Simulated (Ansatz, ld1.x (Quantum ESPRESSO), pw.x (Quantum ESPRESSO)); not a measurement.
## Equation-of-state test of one ultrasoft potential (I (Z = 53))

ld1.x (Quantum ESPRESSO) 7.5 input, shortened:

```
&input
   title='I', zed=53., rel=1, dft='PBE', iswitch=3,
   config='[Kr] 4d10 5s2 5p5 5d-2'
 /
 &inputp
   pseudotype=3, tm=.true., lloc=-1, rcloc=1.70,
   nlcc=.true., rcore=1.35,
   which_augfun='PSQ', rmatch_augfun_nc=.true.
 /
6
5S  1  0   2.00   0.00  1.80  1.95  0.0
5S  1  0   0.00   0.60  1.80  1.95  0.0
5P  2  1   5.00   0.00  1.30  1.75  0.0
5P  2  1   0.00   4.65  1.30  1.75  0.0
5D  3  2  -2.00   0.50  1.25  1.60  0.0
5D  3  2  -2.00   1.50  1.25  1.60  0.0
 &test
   configts(1)='5s2 5p5'
 /
```

Crystal test: sc I in pw.x 7.5, no spin, 10³ k-points, Fermi–Dirac smearing 0.01 Ry, cutoffs 45/540 Ry. The reference is all-electron LAPW (Ansatz 0.2.0) with the same functional, mesh and smearing; V0 and B0 come from Birch–Murnaghan fits to the pressures at five volumes. Errors are pseudo minus all-electron; Δ is the rms difference of the E(V) curves that follow from these fits, minima aligned, over ±6 % about the mean V0. Mesh and smearing are coarse, so the numbers serve the comparison and aren't converged zero-temperature values; the lattice is a test structure that the element need not adopt.

```tsv
V (Å³/atom)	P all-electron (GPa)	P pseudo (GPa)
39.919	1.25	0.88
40.969	0.58	0.24
42.020	0.01	-0.26
43.071	-0.47	-0.71
44.121	-0.87	-1.09
```

All-electron: a0 = 3.477 Å (V0 = 42.04 Å³/atom), B0 = 20.8 GPa.

Pseudopotential: mean pressure error (GPa): -0.29; a0 (Å): 3.461; a0 error (%): -0.47; B0 error (%): +0.6; Δ (meV/atom): 2.7. Note: ghost state, extra bound levels that the all-electron valence spectrum of the same l lacks: d at -57.6 eV. A true bound ghost makes a file unfit for plane-wave use. Atomic configuration tests: test run stopped at test 5 of 7 (negative rho).

At the middle volume, how do free energy and pressure move when the wave cutoff is lowered (ecutrho held at 540 Ry)?

```tsv
cutoff (Ry)	shift of F (meV/atom)	shift of P (GPa)
20	+31.6	-0.46
27	+14.6	-0.03
36	+2.2	-0.06
```

Input at the middle volume:

```
&control
  calculation='scf', prefix='x', pseudo_dir='./', outdir='./tmp', tstress=.true., disk_io='none'
/
&system
  ibrav=0, nat=1, ntyp=1, ecutwfc=45, ecutrho=540, nbnd=11,
  occupations='smearing', smearing='fd', degauss=0.01
/
&electrons
  conv_thr=1e-09, mixing_beta=0.4, electron_maxstep=70
/
ATOMIC_SPECIES
I 1.0 I.UPF
CELL_PARAMETERS angstrom
  3.47657831 0.00000000 0.00000000
  0.00000000 3.47657831 0.00000000
  0.00000000 0.00000000 3.47657831
ATOMIC_POSITIONS crystal
I 0.0000 0.0000 0.0000
K_POINTS automatic
10 10 10 0 0 0
```

```bash
pw.x < I.scf.in > I.scf.out
```

Lines of the output:

```
Message from routine setup:
     using ibrav=0 with symmetry is DISCOURAGED, use correct ibrav instead
     lattice parameter (alat)  =       6.5698  a.u.
     unit-cell volume          =     283.5650 (a.u.)^3
     number of electrons       =         7.00
     number of Kohn-Sham states=           11
     kinetic-energy cutoff     =      45.0000  Ry
     charge density cutoff     =     540.0000  Ry
     scf convergence threshold =      1.0E-09
     Exchange-correlation= PBE
     number of k points=    56  Fermi-Dirac smearing, width (Ry)=  0.0100
     iteration #  1     ecut=    45.00 Ry     beta= 0.40
     total energy              =     -34.45043212 Ry
     estimated scf accuracy    <       0.00058462 Ry
     iteration #  2     ecut=    45.00 Ry     beta= 0.40
     total energy              =     -34.45051870 Ry
     estimated scf accuracy    <       0.00016808 Ry
     iteration #  3     ecut=    45.00 Ry     beta= 0.40
     total energy              =     -34.45054614 Ry
     estimated scf accuracy    <       0.00000852 Ry
     iteration #  4     ecut=    45.00 Ry     beta= 0.40
     total energy              =     -34.45055409 Ry
     estimated scf accuracy    <       0.00000002 Ry
     iteration #  5     ecut=    45.00 Ry     beta= 0.40
     c_bands:  3 eigenvalues not converged
     c_bands:  1 eigenvalues not converged
     total energy              =     -34.45055518 Ry
     estimated scf accuracy    <          4.0E-09 Ry
     iteration #  6     ecut=    45.00 Ry     beta= 0.40
     the Fermi energy is     3.4550 ev
!    total energy              =     -34.45055519 Ry
     estimated scf accuracy    <          2.8E-11 Ry
     smearing contrib. (-TS)   =      -0.00609148 Ry
     The total energy is F=E-TS. E is the sum of the following terms:
     one-electron contribution =       1.13699101 Ry
     hartree contribution      =       2.36841020 Ry
     xc contribution           =     -16.78818852 Ry
     ewald contribution        =     -21.16167640 Ry
     convergence has been achieved in   6 iterations
          total   stress  (Ry/bohr**3)                   (kbar)     P=       -2.63
     Message from routine punch:
     Nothing written, as per user request (disk_io='none')
```

The run at the middle volume (56 k-points, 6 iterations) took about 12 s on one core of a shared host (Intel(R) Xeon(R) 6975P-C, 128 threads, 496 GiB, load 29).
